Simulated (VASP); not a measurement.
Crystal: CdTe.

```xyz
2
Lattice="0.0000 3.2478 3.2478 3.2478 0.0000 3.2478 3.2478 3.2478 0.0000" Properties=species:S:1:pos:R:3 pbc="T T T"
Cd    0.0000    0.0000    0.0000
Te    1.6239    1.6239    1.6239
```

The cell was built by a generator and needn't be a form met in nature.

Base run:

```yaml
Program: VASP 6.6.1
Functional: PBE0
Potentials_or_basis: VASP PAW PBE potentials, release 64 (Cd, Te)
Cutoff: 520 eV
k_mesh: 6 × 6 × 6
Occupations: gaussian, width 0.03 eV
Spin: no spin polarisation
```

Its results: band gap on the k mesh 2.12 eV, direct; pressure 1.2 GPa.

**Question.** The run is repeated on the same cell with these changes: functional from PBE0 to HSE06. What comes out?

**Answer.** Band gap on the k mesh 1.54 eV, direct; pressure 1.3 GPa.

Caveats: the PAW data sets were made with another functional, which shifts forces and pressure a little; spin-orbit coupling is left out, which moves the levels of the heavy elements.
